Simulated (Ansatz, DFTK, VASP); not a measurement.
**One calculation of Au, 3 ways**

```
Au
1.0
     2.74841    0.00000    0.00000
     0.00000    2.74841    0.00000
     0.00000    0.00000    2.74841
Au
1
Direct
  0.50000 0.50000 0.50000
```

This isn't the form of Au at room conditions, which is fcc.

Alike in all runs: task band structure; functional LDA; k mesh 10 × 10 × 10; occupations fermi-dirac, width 0.05 eV; no spin polarisation; no spin-orbit coupling. LDA stands for any of its common fits. Pressure is positive in compression and, in plane waves, holds the error of the finite cutoff, which Ansatz's Pulay term estimates and takes out.

```tsv
program and potentials	plane-wave cutoff (eV)	notes	pressure (GPa)
Ansatz, Ansatz PAW	420	potentials made for PBE, which Ansatz adapts in part; 19 valence electrons an atom on average; Pulay term of +0.03 GPa included	-9.95
DFTK, SG15 1.2 (PBE)	1225	potentials made for PBE; 19 valence electrons an atom on average	?
VASP, LDA PAW files Au, 520 eV	520	11 valence electrons an atom on average	-9.62
```

Question: Estimate from the other rows what the run with DFTK, SG15 1.2 (PBE) gave.

Answer: Pressure -10.00 GPa. The other rows, which needn't bracket it: pressure -9.95 to -9.62.
